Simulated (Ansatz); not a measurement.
# GaSb (F-43m) in Ansatz: reference runs

How does GaSb come out in PBEsol? The cell is run as given.

Everything below comes from runs of Ansatz 0.2.0. Logs are shortened: lines on timing, memory, paths and dates and some standing lists are left out, and cuts for length are marked.

**Measured values to compare with.**

A printed reference work, data compilation reports, for a bulk crystal of GaSb at 4.2 K: band gap 0.811 eV (direct).

How close the calculation comes is told below.

## Step 1: The crystal as given

It takes space group F-43m (No. 216, cubic). The conventional cell has a = 6.118 Å, b = 6.118 Å, c = 6.118 Å, α = 90.00°, β = 90.00°, γ = 90.00°. Sb (site symmetry -43m) has 4 Ga at 2.65 Å as nearest neighbours. Ga (site symmetry -43m) has 4 Sb at 2.65 Å as nearest neighbours.

## Step 2: Single point, PBEsol

input.yaml reads:

```yaml
crystal:
  lattice:
    - [0.0, 3.059, 3.059]
    - [3.059, 0.0, 3.059]
    - [3.059, 3.059, 0.0]
  atoms:
    - { symbol: Sb, position: [0.75, 0.75, 0.75] }
    - { symbol: Ga, position: [0.0, 0.0, 0.0] }
kpoints:
  mp_grid: { grid: [8, 8, 8] }
scf:
  occupations: { method: fermi_dirac, width: 0.05 }
hamiltonian:
  xc: pbesol
  pseudopotentials: { kind: all_electron, lapw: { basis_error: 0.001 } }
output:
  forces: true
  stress: true
  eigenvalues: true
  populations: true
```

Potentials or basis: all-electron LAPW, scalar-relativistic.

On the command line:

```console
$ ansatz run input.yaml --threads 1 --pin off --max-ram 3072MiB --backend cpu --events-out ev --progress --plain --runs-dir out
```

Output:

```text
Warning: RAYON_NUM_THREADS=1 ignored (pool sized by the plan → 1); use --threads N
Sb: projections on atomic orbitals take those of the free atom 1s2 2s2 2p6 3s2 3p6 3d10 4s2 4p6 4d10 5s2 5p3, of charge +0.00 (hamiltonian.pseudopotentials.projection_atoms)
Ga: projections on atomic orbitals take those of the free atom 1s2 2s2 2p6 3s2 3p6 3d10 4s2 4p1, of charge +0.00 (hamiltonian.pseudopotentials.projection_atoms)
LAPW: plane waves up to 8.547 Å⁻¹, error target 1.0e-3 eV per atom; small_component_spin mean_spin; Ga in spheres of 1.299 Å, 21 of its electrons in bands, Dirac shells []; Sb in spheres of 1.350 Å, 23 of its electrons in bands, Dirac shells [] (how accurate: hamiltonian.pseudopotentials.lapw.basis_error, Limitations)
Engine: ansatz 0.2.0, aarch64-unknown-linux-gnu
Pseudopotentials: kind: all_electron
Pseudopotential: Sb, LAPW, valence charge 23, lapw/all_electron/scalar/gaussian/Sb, Koelling and Harmon's equation, gaussian nucleus
Pseudopotential: Ga, LAPW, valence charge 21, lapw/all_electron/scalar/gaussian/Ga, Koelling and Harmon's equation, gaussian nucleus
Functional definition: PBEsol
  exchange = pbesol_x
  correlation = pbesol_c
Crystal: 2 atoms, lattice volume = 57.249 Å³
Basis set: ecut = 278.3011715600194 eV, 609 PW (Γ), exchange–correlation at level 2
Bands: 27, of which v1, the nominal top of the filled ones, is band 22 counted from 1 (21 counted from 0)
Symmetry: 24 space group operations
Space group: F-43m (ITA 216), of the structure as read, at distance tolerance 3.9e-5 Å
k-points: 29 of 512 (time reversal used)
Non-local potential: Sb, projectors of the file, none
Non-local potential: Ga, projectors of the file, none
Initial density: superposition of atomic densities (chi_scale 0.1, normalization cell, long waves kept (reshape's long-wave potential 0.00 eV rms))
Initial wavefunctions: plane waves of lowest kinetic energy (no species holds an atomic orbital)
Functional: x = pbesol(κ = 0.804, μ = 0.12345679012345678), c = pbesol(β = 0.046)
iter 1 solved again at ethr=6.27e-4 eV; its pass at ethr=1.00e-1 eV (dr2=2.76e-1 eV) is discarded
SCF iter   1: F=—  HF=-229152.188333 eV  |F-HF|=—  |Δ(HF+E_count)|=         —  Δρ=2.09e-2  dr2=2.77e-1  ethr=6.27e-4  ⟨swp⟩=2.8  Hψ=5050  notcnv=0
preconditioner: auto → none  [insulator: Δε(μ)=0.397 eV  Ē_g=15.044 eV  σ=0.050 eV  W_gap=0.53  n_scr=14 (ndim 8)  ℏωp=20.8 eV  f_vac=0.129  D(μ)=0.05/eV (n_scr^D=0)  ε∞_Penn≈2.9]
SCF iter   2: F=—  HF=-229152.115307 eV  |F-HF|=—  |Δ(HF+E_count)|=   7.30e-2  Δρ=9.30e-3  dr2=5.39e-2  ethr=6.27e-4  ⟨swp⟩=2.0  Hψ=2320  notcnv=0
iter 3 solved again at ethr=1.10e-5 eV; its pass at ethr=1.22e-4 eV (dr2=4.86e-3 eV) is discarded
SCF iter   3: F=—  HF=-229152.109517 eV  |F-HF|=—  |Δ(HF+E_count)|=   5.79e-3  Δρ=2.72e-3  dr2=4.86e-3  ethr=1.10e-5  ⟨swp⟩=2.0  Hψ=3914  notcnv=0
SCF iter   4: F=—  HF=-229152.099818 eV  |F-HF|=—  |Δ(HF+E_count)|=   9.70e-3  Δρ=3.96e-4  dr2=5.72e-5  ethr=1.10e-5  ⟨swp⟩=2.0  Hψ=2184  notcnv=0
SCF iter   5: F=—  HF=-229152.099867 eV  |F-HF|=—  |Δ(HF+E_count)|=         —  Δρ=7.00e-5  dr2=2.09e-6  ethr=1.30e-7  ⟨swp⟩=3.0  Hψ=2267  notcnv=0
the basis was enlarged: its passes take 121.9 KiB over the memory plan, 1 of 1 planned eigensolver slots
SCF iter   6: F=-229152.099870 eV  HF=-229152.099870 eV  |F-HF|=6.45e-8  |Δ(HF+E_count)|=   2.70e-6  Δρ=1.06e-5  dr2=5.90e-8  ethr=4.74e-9  ⟨swp⟩=3.0  Hψ=2296  notcnv=0
SCF 1 converged in 6 iterations: F = -229152.099870 eV  dr2 = 5.90e-8
SCF converged after 6 iterations
Free energy (F): -229152.099870 eV
Harris-Foulkes:  -229152.099870 eV  (|F-HF|=6.45e-8)
Internal energy: -229152.099356 eV  (E = F + TS)
E sigma→0 (E₀):  -229152.099613 eV
Entropy (-TS):   -0.000514 eV (-0.257 meV/atom)
Fermi energy:    9.692990 eV
--- Per-component energies (eV) ---
  E_band       = -1773.551022
  E_kinetic    = 239670.072590
  E_xc         = -6585.362864
  E_electrostatic = -462236.809083  (all electrons and nuclei)
  E_smearing   = -0.000514  (= −TS)
  E_closure    = 0.000000  (closes the sum)
  E_atoms      = -229143.970572  (free atoms, spherical and without spin; not in F)
  Σ components = -229152.099870   (vs F -229152.099870, Δ=0.00e0)
  Basis errors (estimates in eV, not in F): energy 4.4e-4 per atom: plane waves 3.9e-4 (2.3e-4 summed), levels above the bands 9.9e-61, relativity 1.4e-8, radial functions 4.5e-5, core shells 4.6e-8; eigenvalues (radial functions only) 9.2e-7; not estimated: angular momenta, meshes, grids; target (lapw.basis_error) 1.0e-3; muffin-tin radii Ga 1.299 Å, Sb 1.350 Å
--- Forces (eV/Å), atoms counted from 1 ---
  atom   1  Sb    -0.00000000     0.00000000    -0.00000000
  atom   2  Ga     0.00000000    -0.00000000    -0.00000000
  max |Σ_I F_I| component: 1.45e-17 eV/Å
--- Stress (GPa, compression-positive) ---
       -0.148294       0.000000       0.000000
        0.000000      -0.148294       0.000000
        0.000000       0.000000      -0.148294
  P = ⅓ Tr σ = -0.1483 GPa (-1.483 kbar)
--- Band table (eV; the first three rows and the last of 29) ---
  k-point 0: bands = ["-134.1017", "-133.8605", "-87.1278", "-87.1278", "-87.1278", "-84.7610", "-84.7610", "-84.7610", "-19.0606", "-19.0606", "-19.0606", "-19.0402", "-19.0402", "-5.3476", "-5.3476", "-5.3476", "-5.2979", "-5.2979", "-1.8639", "9.6234", "9.6397", "9.6397", "9.6397", "12.4097", "12.4097", "12.4097", "15.2762"]
  k-point 1: bands = ["-134.1016", "-133.8605", "-87.1278", "-87.1278", "-87.1278", "-84.7610", "-84.7610", "-84.7610", "-19.0605", "-19.0602", "-19.0602", "-19.0401", "-19.0401", "-5.3520", "-5.3457", "-5.3457", "-5.2982", "-5.2982", "-1.7036", "7.6120", "9.3862", "9.3862", "10.6374", "12.7567", "12.7567", "13.0298", "16.1331"]
  k-point 2: bands = ["-134.1016", "-133.8605", "-87.1278", "-87.1278", "-87.1278", "-84.7610", "-84.7610", "-84.7610", "-19.0603", "-19.0592", "-19.0592", "-19.0398", "-19.0398", "-5.3624", "-5.3414", "-5.3414", "-5.2986", "-5.2986", "-1.2473", "5.5964", "8.9379", "8.9379", "10.4015", "13.2720", "13.2720", "14.7818", "16.7030"]
  k-point 28: bands = ["-134.1016", "-133.8606", "-87.1278", "-87.1278", "-87.1278", "-84.7610", "-84.7610", "-84.7610", "-19.0600", "-19.0583", "-19.0546", "-19.0407", "-19.0382", "-5.3882", "-5.3290", "-5.3242", "-5.3039", "-5.2988", "0.6293", "2.9637", "6.2702", "6.4914", "13.3048", "13.8923", "14.0152", "14.3479", "19.5345"]
--- Löwdin populations: 2 sites ---
  site symbol       q [e]
     0     Sb     50.7182
     1     Ga     31.2430
  spilling = 0.000474 (of n_electrons = 82.000000)
```

populations.tsv:

```text
# site	symbol	l	j	q
# orbitals = lowdin
# n_electrons = 82.000000
# spilling = 0.000474
# projection_atom_Sb: 1s2 2s2 2p6 3s2 3p6 3d10 4s2 4p6 4d10 5s2 5p3
# projection_atom_Ga: 1s2 2s2 2p6 3s2 3p6 3d10 4s2 4p1
0	Sb	0_1S	-	1.999997
0	Sb	0_2S	-	1.999890
0	Sb	0_3S	-	1.998352
0	Sb	0_4S	-	1.979494
0	Sb	0_5S	-	1.445003
0	Sb	1_2P	-	5.999999
0	Sb	1_3P	-	5.999926
0	Sb	1_4P	-	5.993419
0	Sb	1_5P	-	3.309183
0	Sb	2_3D	-	9.999997
0	Sb	2_4D	-	9.992944
1	Ga	0_1S	-	1.999992
1	Ga	0_2S	-	1.999619
1	Ga	0_3S	-	1.991126
1	Ga	0_4S	-	1.188549
1	Ga	1_2P	-	5.999991
1	Ga	1_3P	-	5.997430
1	Ga	1_4P	-	2.075136
1	Ga	2_3D	-	9.991111
```

Run time: 17 s. Hardware: 1 thread of Arm Neoverse V2, shared host; peak memory 0.3 GiB.

Results:

```
Free energy            : -229152.0999 eV
Pressure               : -0.1 GPa
Band gap on the k mesh : none (metal or under the smearing width)
Loewdin charges        : Sb +0.28; Ga -0.24 e
```

Caveat: this crystal is a semiconductor, whose small gap the functional closes, so the metal is an error of the method. Spin-orbit coupling is left out, which matters for the levels of Sb.

## Step 3: Comparison with measurements

Step 2. Against the measured gap of GaSb, 0.811 eV (direct; 4.2 K; a printed reference work, data compilation), the calculated 0.00 eV is off by -0.81 eV. Spin-orbit coupling on Ga, Sb is left out. The value is that of PBEsol on a finite k mesh, which can miss the band edges, without temperature or zero-point motion. Semilocal functionals fall short of measured gaps as a rule.
